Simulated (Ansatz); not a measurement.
## SrSn2O3: competing structures

All numbers below come from Ansatz 0.2.0, DFT PBE, scalar-relativistic, plane waves, PAW. Settings: cutoff 420 eV, Γ-centred meshes spaced at most about 0.3 Å⁻¹, and about 0.25 Å⁻¹ or finer for metals (2π included), Gaussian smearing. No spin polarisation.

Formation energies are uncorrected and refer to the elements' standard structures at the same level (O₂ as a molecule). The references include grey tin.

All energies are static (0 K, no zero-point motion). The comparison covers the computed candidates alone. Weakly bound directions are ill-defined at this level, which has no dispersion term (P6mm, P6/mmm at 31.3 Å³/atom), and this can change margins and order among such cells. Kohn–Sham gaps at this level usually fall short of measured ones. The zero gap of P6/mmm at 31.3 Å³/atom may come from the functional, which often closes small gaps.

Invented guesses were relaxed alike, and ends that match in structure were merged. ΔE counts from the first row. Coordination counts O atoms around Sn and Sr (those within 1.25 times the shortest such distance or 1.15 times the sum of covalent radii; a plus sign parts nearer from farther groups; the shortest distance is added where it is long for a bond). The ends were matched against large subsets of the Crystallography Open Database and the Materials Project, so a missing match doesn't prove that a structure is unreported.

| # | reached from | type and space group | atoms | Å³/atom | coordination | ΔE (meV/atom) | gap on mesh (eV) | in databases |
| --- | --- | --- | --- | --- | --- | --- | --- | --- |
| 1 | ErCo3Ge2 type (P6mm) | P6mm (No. 183) | 6 | 29.1 | Sr 6, Sn 3 | 0 | 1.30 | no match |
| 2 | Li3PrBi2 type (P-3m1) | P-3m1 (No. 164) | 6 | 16.8 | Sr 2+6, Sn 1 | 293 | 1.30 | no match |
| 3 | LaAl2Ag3 type (P6/mmm) | P6/mmm (No. 191) | 6 | 17.9 | Sr 12 from 3.5 Å, Sn 6 from 2.4 Å | 612 | 0.00 | no match |
| 4 | random cell | P6/mmm (No. 191) | 6 | 31.3 | Sr 6, Sn 1 | 939 | 0.00 | no match |
| 5 | random cell | I4/mmm (No. 139) | 6 | 18.2 | Sr 4, Sn 2 | 1002 | 0.00 | no match |
| 6 | random cell | P6/mmm (No. 191) | 6 | 31.6 | Sr 6, Sn 6 from 4.3 Å | 1851 | 0.00 | no match |

The lowest: Space group P6mm (No. 183), hexagonal, a = 5.726 Å, c = 6.142 Å. Sr has 6 O at 2.92 Å and 6 Sn at 3.78 Å; Sn has 3 O at 2.07 Å, 3 Sn at 3.31 Å and 3 Sr at 3.78 Å; around O lie 2 Sn at 2.07 Å, 4 O at 2.86 Å and 2 Sr at 2.92 Å. Its energy over the elements is −1.495 eV/atom. It lies below the elements, which doesn't yet make it stable against other compounds or structures. An observed structure of this formula, if there is one, may be missing.

```
Sr Sn O
1.0
     5.72634    0.00000    0.00000
    -2.86317    4.95915    0.00000
     0.00000    0.00000    6.14177
Sr Sn O
1 2 3
Cartesian
  0.0000 0.0000 3.1561
  2.8632 1.6531 1.3195
  0.0000 3.3061 1.3195
  1.4316 2.4796 2.5592
  2.8632 0.0000 2.5592
  -1.4316 2.4796 2.5592
```

The second: Space group P-3m1 (No. 164), trigonal, a = 4.673 Å, c = 5.332 Å. Sr has 2 O at 2.67 Å, 6 O at 2.98 Å and 6 Sn at 3.35 Å; Sn has 1 O at 2.09 Å, 6 O at 2.78–2.79 Å, 3 Sn at 3.03 Å, 1 O at 3.25 Å and 3 Sr at 3.35 Å; O on a site of symmetry 3m has 1 Sn at 2.09 Å, 3 Sn at 2.79 Å, 3 Sr at 2.98 Å and 3 O at 3.04 Å; around O on a site of symmetry -3m lie 2 Sr at 2.67 Å, 6 Sn at 2.78 Å and 6 O at 3.04 Å. Counting O atoms around Sn and Sr, the first has Sr 6, Sn 3 and the second has Sr 2+6, Sn 1. Cells relaxed within their symmetry can be saddle points.

```cif
data_structure
_symmetry_space_group_name_H-M 'P-3m1'
_symmetry_Int_Tables_number 164
_cell_length_a 4.6730
_cell_length_b 4.6730
_cell_length_c 5.3319
_cell_angle_alpha 90.000
_cell_angle_beta 90.000
_cell_angle_gamma 120.000
_cell_volume 100.83
loop_
_atom_site_label
_atom_site_type_symbol
_atom_site_symmetry_multiplicity
_atom_site_Wyckoff_symbol
_atom_site_fract_x
_atom_site_fract_y
_atom_site_fract_z
_atom_site_occupancy
Sr1 Sr 1 a 0.00000 0.00000 0.00000 1
Sn1 Sn 2 d 0.33333 0.66667 0.37161 1
O1 O 2 d 0.33333 0.66667 0.76272 1
O2 O 1 b 0.00000 0.00000 0.50000 1
```

Some structure types and database cells were kept out of the candidates from the start, so a known form may be missing.
